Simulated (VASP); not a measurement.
# TiO2 (Rutile) (P4_2/mnm) in VASP: G0W0 quasiparticle levels with PBEsol

Aim: the G0W0 quasiparticle levels of TiO2 (Rutile) with PBEsol.

Program: VASP 6.6.1. These are calculated values, not measurements. Logs are shortened: lines on timing, memory, paths and dates and some standing lists are left out, and cuts for length are marked.

**1. The structure**

Symmetry: P4_2/mnm, No. 136, tetragonal system. The conventional cell has a = 4.592 Å, b = 4.592 Å, c = 2.957 Å, α = 90.00°, β = 90.00°, γ = 90.00°. Ti (site symmetry mmm) is surrounded by 6 O at 1.95 to 1.98 Å. O (site symmetry m2m) is surrounded by 3 Ti at 1.95 to 1.98 Å.

**2. G0W0 quasiparticle levels, PBEsol**

File POSCAR:

```
TiO2
1.0
    4.5922000000      0.0000000000      0.0000000000
    0.0000000000      4.5922000000      0.0000000000
    0.0000000000      0.0000000000      2.9574000000
Ti O
2 4
Direct
    0.0000000000      0.0000000000      0.0000000000
    0.5000000000      0.5000000000      0.5000000000
    0.3049600000      0.3049600000      0.0000000000
    0.1950400000      0.8049600000      0.5000000000
    0.6950400000      0.6950400000      0.0000000000
    0.8049600000      0.1950400000      0.5000000000
```

File INCAR.step1:

```
SYSTEM = TiO2
PREC = Accurate
ENCUT = 450
EDIFF = 1E-8
ISMEAR = 0
SIGMA = 0.01
LREAL = .False.
LASPH = .True.
NELM = 100
ALGO = Normal
LWAVE = .True.
LCHARG = .False.
GGA = PS
KPAR = 8
```

File INCAR.step2:

```
SYSTEM = TiO2
PREC = Accurate
ENCUT = 450
EDIFF = 1E-8
ISMEAR = 0
SIGMA = 0.01
LREAL = .False.
LASPH = .True.
NELM = 1
ALGO = Exact
LWAVE = .True.
LCHARG = .False.
GGA = PS
NBANDS = 116
LOPTICS = .True.
ISTART = 1
KPAR = 8
```

File INCAR.step3:

```
SYSTEM = TiO2
PREC = Accurate
ENCUT = 450
EDIFF = 1E-8
ISMEAR = 0
SIGMA = 0.01
LREAL = .False.
LASPH = .True.
ALGO = EVGW0
LWAVE = .False.
LCHARG = .False.
GGA = PS
NELMGW = 1
NBANDS = 116
ENCUTGW = 80
NOMEGA = 50
PRECFOCK = Fast
ISTART = 1
NBANDSGW = 32
KPAR = 8
```

File KPOINTS:

```
Automatic mesh
0
Gamma
  3 3 4
  0 0 0
```

Potentials or basis: VASP PAW PBE potentials, release 64 (Ti_sv_GW, O_GW).

Started as:

```sh
$ cat potpaw_PBE.64/Ti_sv_GW/POTCAR potpaw_PBE.64/O_GW/POTCAR > POTCAR
$ cp INCAR.step1 INCAR
$ mpirun -np 8 vasp_std > vasp.out
$ cp INCAR.step2 INCAR
$ mpirun -np 8 vasp_std > vasp.out
$ cp INCAR.step3 INCAR
$ mpirun -np 8 vasp_std > vasp.out
```

OUTCAR:

```text
SYSTEM = TiO2
   PREC = Accurate
   ENCUT = 450
   EDIFF = 1E-8
   ISMEAR = 0
   LREAL = .False.
   LASPH = .True.
   GGA = PS
   NELMGW = 1
   ENCUTGW = 80
   PRECFOCK = Fast
   ISTART = 1

 ion  position               nearest neighbor table
   1  0.000  0.000  0.000-   4 1.95   6 1.95   4 1.95   6 1.95   5 1.98   3 1.98
   2  0.500  0.500  0.500-   3 1.95   5 1.95   3 1.95   5 1.95   4 1.98   6 1.98
   3  0.305  0.305  0.000-   2 1.95   2 1.95   1 1.98
   4  0.195  0.805  0.500-   1 1.95   1 1.95   2 1.98
   5  0.695  0.695  0.000-   2 1.95   2 1.95   1 1.98
   6  0.805  0.195  0.500-   1 1.95   1 1.95   2 1.98

  LATTYP: Found a simple tetragonal cell.
 ALAT       =     4.5922000000
 C/A-ratio  =     0.6440050520

  Lattice vectors:

 A1 = (   4.5922000000,   0.0000000000,   0.0000000000)
 A2 = (   0.0000000000,   4.5922000000,   0.0000000000)
 A3 = (   0.0000000000,   0.0000000000,   2.9574000000)

Analysis of symmetry for initial positions (statically):
=====================================================================
 Subroutine PRICEL returns:
 Original cell was already a primitive cell.

 Routine SETGRP: Setting up the symmetry group for a
 simple tetragonal supercell.

 Subroutine GETGRP returns: Found 16 space group operations
 (whereof  8 operations were pure point group operations)
 out of a pool of 16 trial point group operations.

The static configuration has the point symmetry D_2h.
 The point group associated with its full space group is D_4h.

Analysis of symmetry for dynamics (positions and initial velocities):
=====================================================================
 Subroutine PRICEL returns:
 Original cell was already a primitive cell.

 Routine SETGRP: Setting up the symmetry group for a
 simple tetragonal supercell.

 Subroutine GETGRP returns: Found 16 space group operations
 (whereof  8 operations were pure point group operations)
 out of a pool of 16 trial point group operations.

The dynamic configuration has the point symmetry D_2h.
 The point group associated with its full space group is D_4h.

 Subroutine INISYM returns: Found 16 space group operations
 (whereof  8 operations are pure point group operations),
 and found     1 'primitive' translations

----------------------------------------------------------------------------------------

                                     Primitive cell

  volume of cell :      62.3665

  direct lattice vectors                    reciprocal lattice vectors
     4.592200000  0.000000000  0.000000000     0.217760550  0.000000000  0.000000000
     0.000000000  4.592200000  0.000000000     0.000000000  0.217760550  0.000000000
     0.000000000  0.000000000  2.957400000     0.000000000  0.000000000  0.338134848

  length of vectors
     4.592200000  4.592200000  2.957400000     0.217760550  0.217760550  0.338134848

  position of ions in fractional coordinates (direct lattice)
     0.000000000  0.000000000  0.000000000
     0.500000000  0.500000000  0.500000000
     0.304960000  0.304960000  0.000000000
     0.195040000  0.804960000  0.500000000
     0.695040000  0.695040000  0.000000000
     0.804960000  0.195040000  0.500000000

  ion indices of the primitive-cell ions
   primitive index   ion index
                 1           1
                 2           2
                 3           3
                 4           4
                 5           5
                 6           6

----------------------------------------------------------------------------------------

 KPOINTS: Automatic mesh

Automatic generation of k-mesh.
 Grid dimensions read from file:
 generate k-points for:    3    3    4

 Generating k-lattice:

  Cartesian coordinates                     Fractional coordinates (reciprocal lattice)
     0.072586850  0.000000000  0.000000000     0.333333333  0.000000000  0.000000000
     0.000000000  0.072586850  0.000000000     0.000000000  0.333333333  0.000000000
     0.000000000  0.000000000  0.084533712     0.000000000  0.000000000  0.250000000

  Length of vectors
     0.072586850  0.072586850  0.084533712

  Shift w.r.t. Gamma in fractional coordinates (k-lattice)
     0.000000000  0.000000000  0.000000000

 Subroutine IBZKPT returns following result:
 ===========================================

 Found      9 irreducible k-points:

 Following reciprocal coordinates:
            Coordinates               Weight
  0.000000  0.000000  0.000000      1.000000
  0.333333  0.000000  0.000000      4.000000
  0.333333  0.333333  0.000000      4.000000
  0.000000  0.000000  0.250000      2.000000
  0.333333  0.000000  0.250000      8.000000
  0.333333  0.333333  0.250000      8.000000
  0.000000  0.000000  0.500000      1.000000
  0.333333  0.000000  0.500000      4.000000
  0.333333  0.333333  0.500000      4.000000
   k-points           NKPTS =      9   k-points in BZ     NKDIM =     36   number of bands    NBANDS=    116
   number of dos      NEDOS =    301   number of ions     NIONS =      6
   total plane-waves  NPLWV =  20480
   dimension x,y,z NGX =    32 NGY =   32 NGZ =   20
   dimension x,y,z NGXF=    64 NGYF=   64 NGZF=   40
   ions per type =               2   4
   NGX,Y,Z   is equivalent  to a cutoff of  11.58, 11.58, 11.24 a.u.
   NGXF,Y,Z  is equivalent  to a cutoff of  23.17, 23.17, 22.49 a.u.
 SYSTEM =  TiO2
   PREC   = accura    normal or accurate (medium, high low for compatibility)
   ISTART =      1    job   : 0-new  1-cont  2-samecut
   ICHARG =      0    charge: 1-file 2-atom 10-const
   ISPIN  =      1    spin polarized calculation?
   LNONCOLLINEAR =      F non collinear calculations
   LSORBIT =      F    spin-orbit coupling
   LASPH  =      T    aspherical Exc in radial PAW
   ENCUT  =  450.0 eV  33.07 Ry    5.75 a.u.   7.94  7.94  5.12*2*pi/ulx,y,z
   NELM   =     60;   NELMIN=  2; NELMDL=  0     # of ELM steps
   EDIFF  = 0.1E-07   stopping-criterion for ELM
   LREAL  =      F    real-space projection
   EDIFFG = 0.1E-06   stopping-criterion for IOM
   NSW    =      0    number of steps for IOM
   IBRION =     -1    ionic relax: 0-MD 1-quasi-New 2-CG
   NFREE  =      0    steps in history (QN), initial steepest desc. (CG)
   ISIF   =      0    stress and relaxation
   ISYM   =      3    0-nonsym 1-usesym 2-fastsym
   POTIM  = 0.5000    time-step for ionic-motion
   TEBEG  =    0.0;   TEEND  =   0.0 temperature during run
   PSTRESS=    0.0 pullay stress
   NELECT =      48.0000    total number of electrons
   NUPDOWN=      -1.0000    fix difference up-down
   EMIN   =  10.00;   EMAX   =-10.00  energy-range for DOS
   EFERMI =   0.00;   METHOD = LEGACY
   ISMEAR =     0;   SIGMA  =   0.01  broadening in eV -4-tet -1-fermi 0-gaus
   EFERMI_NEDOS =   21; number of points for ismear=-14 and -15
   IALGO  =     38    algorithm
   IMIX   =      4    mixing-type and parameters
     AMIX     =   0.40;   BMIX     =  1.00
     AMIX_MAG =   1.60;   BMIX_MAG =  1.00
  volume/ion in A,a.u.               =      10.39        70.15
  Fermi-wavevector in a.u.,A,eV,Ry     =   1.500277  2.835112 30.624403  2.250830
  Thomas-Fermi vector in A             =   2.611798
   LORBIT       =      0    0 simple, 1 ext, 2 COOP (PROOUT), +10 PAW based schemes
   GGA     = PS    functional components
   LHFCALC =     T    Hartree Fock is set to
   PRECFOCK=fast      Normal, Fast or Accurate (Low or Medium for compatibility)
   ENCUT4O =  -1.0   cutoff for four orbital integrals eV
   NKREDX  =     1    reduce k-point grid by
   NKREDY  =     1    reduce k-point grid by
   NKREDZ  =     1    reduce k-point grid by
   AEXX    =    1.0000 exact exchange contribution
   HFSCREEN=    0.0000 screening length (either q_TF or 0.3 A-1)
   HFSCREENC=   0.0000 screening length for correlation (either q_TF or 0.3 A-1)
   ENCUTFOCK=  -1.0 apply spherical cutoff to Coloumb kernel
   IVDW    =     0    specifies the selected vdW correction
   LEPSILON=     F    determine dielectric tensor
   LRPA    =     F    only Hartree local field effects (RPA)
   LRPAFORCE           =     F    calculate RPA forces
   ENCUTGW             =  80.0    cutoff for response function in eV
   ENCUTGWSOFT         =  64.0    soft cutoff for Coulomb kernel in GW response function in eV
   ENCUTLF             =  -1.0    cutoff for local field effects
   NELMGW              =     1    number of iterations in solving QP/BSE equation
   NELMHF              =     1    number of iterations in the inner HF iteration
   NKREDLFX            =     1    NKREDLFY  =   1   NKREDLFZ  =   1
 non-spin polarized calculation
 Gauss-broadening in eV      SIGMA  =   0.01
  energy-cutoff  :      450.00
  volume of cell :       62.37
 maximum number of plane-waves:      1372
 NGX is ok and might be reduce to    32
  NGX = 18; NGY = 18; NGZ = 12
   NGX = 15   NGY = 15   NGZ = 11
 maximum number of plane-waves:       116
 NGX is ok and might be reduce to    14

 QP shifts <psi_nk| G(iteration)W_0 |psi_nk>: iteration 1
 for sc-GW calculations column KS-energies equals QP-energies in previous step
 and V_xc(KS)=  KS-energies - (<T + V_ion + V_H > + <T+V_H+V_ion>^1  + <V_x>^1)

 k-point   1 :       0.0000    0.0000    0.0000
  band No.  KS-energies  QP-energies   sigma(KS)   V_xc(KS)     V^pw_x(r,r')   Z            occupation Imag(sigma)

      1     -51.8817     -54.1995     -28.5408     -24.6919     -41.6222       0.6022       2.0000       1.5957
      2     -51.8642     -54.1827     -28.5297     -24.7109     -41.6293       0.6071       2.0000       1.5850
      3     -28.3179     -29.2803     -25.3108     -23.8270     -34.5198       0.6486       2.0000       1.1475
      4     -28.3179     -29.2803     -25.3108     -23.8270     -34.5198       0.6486       2.0000       1.1475
      5     -28.1461     -29.1363     -25.5204     -24.0211     -34.5594       0.6604       2.0000       1.0540
      6     -28.1461     -29.1363     -25.5204     -24.0211     -34.5594       0.6604       2.0000       1.0540
[... 24 lines left out ...]
     31       9.3334      11.2129     -19.0968     -21.8475     -12.3030       0.6833       0.0000      -0.6725
     32      11.4116      13.3806     -20.1153     -22.9341     -14.3184       0.6985       0.0000      -0.5740

 k-point   2 :       0.3333    0.0000    0.0000
  band No.  KS-energies  QP-energies   sigma(KS)   V_xc(KS)     V^pw_x(r,r')   Z            occupation Imag(sigma)

      1     -51.8774     -54.1953     -28.5382     -24.6968     -41.6242       0.6034       2.0000       1.5928
      2     -51.8686     -54.1891     -28.5326     -24.7062     -41.6277       0.6065       2.0000       1.5875
      3     -28.2849     -29.2530     -25.3577     -23.8675     -34.5224       0.6497       2.0000       1.1254
      4     -28.2825     -29.2518     -25.3638     -23.8733     -34.5275       0.6503       2.0000       1.1238
      5     -28.1850     -29.1604     -25.4607     -23.9664     -34.5438       0.6528       2.0000       1.0806
      6     -28.1825     -29.1591     -25.4669     -23.9726     -34.5494       0.6535       2.0000       1.0789
[... 24 lines left out ...]
     31      10.0082      11.9851     -19.5760     -22.3483     -13.9851       0.7131       0.0000      -0.4471
     32      11.1258      13.0867     -19.7980     -22.5775     -14.2837       0.7055       0.0000      -0.5002
[... 214 lines left out ...]
     31       9.8055      11.8436     -19.5145     -22.3774     -13.5937       0.7119       0.0000      -0.4516
     32       9.8055      11.8436     -19.5145     -22.3774     -13.5937       0.7119       0.0000      -0.4516

 k-point   9 :       0.3333    0.3333    0.5000
  band No.  KS-energies  QP-energies   sigma(KS)   V_xc(KS)     V^pw_x(r,r')   Z            occupation Imag(sigma)

      1     -51.8310     -54.1754     -28.5587     -24.7369     -41.6446       0.6134       2.0000       1.5779
      2     -51.8310     -54.1754     -28.5587     -24.7369     -41.6446       0.6134       2.0000       1.5779
      3     -28.5652     -29.5923     -25.2503     -23.6891     -34.5040       0.6579       2.0000       1.2762
      4     -28.5584     -29.5931     -25.2679     -23.6989     -34.5061       0.6594       2.0000       1.2738
      5     -28.1689     -29.1389     -25.4664     -23.9825     -34.5512       0.6537       2.0000       1.0779
      6     -28.1602     -29.1409     -25.4887     -23.9967     -34.5543       0.6573       2.0000       1.0744
[... 24 lines left out ...]
     31       9.8066      11.8487     -19.5549     -22.4215     -13.7157       0.7124       0.0000      -0.4375
     32      10.6890      12.6388     -19.6114     -22.3776     -13.7175       0.7049       0.0000      -0.5325
```

Wall time 2.6 min (8 MPI ranks of Intel Xeon Platinum 8259CL at 2.50GHz (Skylake/Cascade Lake), shared host); peak memory 0.55 GiB.

What came out:

- Band gap on the k mesh, mean-field level: 1.85 eV, direct
- Quasiparticle gap: 3.70 eV
- Least direct quasiparticle gap: 3.70 eV

Levels at points of the mesh, in eV from the valence-band top:
```
           k point  band 22  band 23  band 24  band 25  band 26  band 27
(0.00, 0.00, 0.00)    -0.45    -0.45     0.00     1.85     2.15     2.43
(0.00, 0.00, 0.50)    -2.42    -1.44    -1.44     2.97     2.99     3.18
```

Caveat: the k mesh is coarse (spacing up to 0.53 Å⁻¹), so the values aren't converged; bands, screening cutoff and mesh are small and nothing is extrapolated, so the quasiparticle values aren't converged; an odd mesh through Γ misses points on the zone boundary, where band edges often lie.
